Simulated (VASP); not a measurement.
A run of VASP 6.6.1 is set up as follows.

The input INCAR:

```
PREC     = Accurate       # precision mode
ENCUT    = 520            # plane-wave cutoff, eV
EDIFF    = 1E-7           # SCF threshold, eV
ISMEAR   = 1              # smearing method
SIGMA    = 0.2            # smearing width, eV
LREAL    = False          # projectors in reciprocal space
LASPH    = True           # aspherical terms in the spheres
NELM     = 60             # most SCF steps
ALGO     = Normal         # electronic algorithm
ISIF     = 2              # what is computed and relaxed
LWAVE    = False          # write WAVECAR
LCHARG   = False          # write CHGCAR
GGA      = PE             # functional
IVDW     = 12             # dispersion correction
IBRION   = 2              # ionic algorithm
NSW      = 40             # ionic steps
EDIFFG   = -0.005         # ionic threshold
KPAR     = 8
```

File KPOINTS:

```
Automatic mesh
0
Gamma
  14 14 1
```

Contents of POSCAR:

```
Cu
1.0
    3.0078079454      0.0000000000      0.0000000000
    0.0000000000      3.0078079454      0.0000000000
    0.0000000000      0.0000000000     20.4000000000
Cu
5
Direct
    0.0000000000      0.0000000000      0.3676470588
    0.5000000000      0.5000000000      0.4338235294
    0.0000000000      0.0000000000      0.5000000000
    0.5000000000      0.5000000000      0.5661764706
    0.0000000000      0.0000000000      0.6323529412
```

Potentials or basis: VASP PAW PBE potentials, release 64 (Cu).

Run with:

```bash
$ cat potpaw_PBE.64/Cu/POTCAR > POTCAR
$ mpirun -np 8 vasp_std > vasp.out
```

**Question.** Estimate the energy gained by relaxing.

**Answer.** 12.7 meV/atom.

**Question.** Predict the dispersion energy per atom.

**Answer.** -0.386 eV.

**Question.** Predict the band gap on the k mesh.

**Answer.** None (metal or under the smearing width).

Step by step:
| step | energy change (eV) | largest force (eV/Å) | pressure (GPa) |
| --- | --- | --- | --- |
| 1 | 0.0000 | 0.4551 | -3.64 |
| 2 | -0.0187 | 0.3728 | -3.42 |
| 3 | -0.0471 | 0.2275 | -2.67 |
| 4 | -0.0475 | 0.2625 | -2.55 |
| 5 | -0.0570 | 0.1778 | -2.33 |
| 6 | -0.0635 | 0.0336 | -1.97 |
| 7 | -0.0635 | 0.0226 | -1.94 |
| 8 | -0.0635 | 0.0238 | -1.95 |
| 9 | -0.0636 | 0.0064 | -1.99 |
| 10 | -0.0636 | 0.0029 | -2.00 |
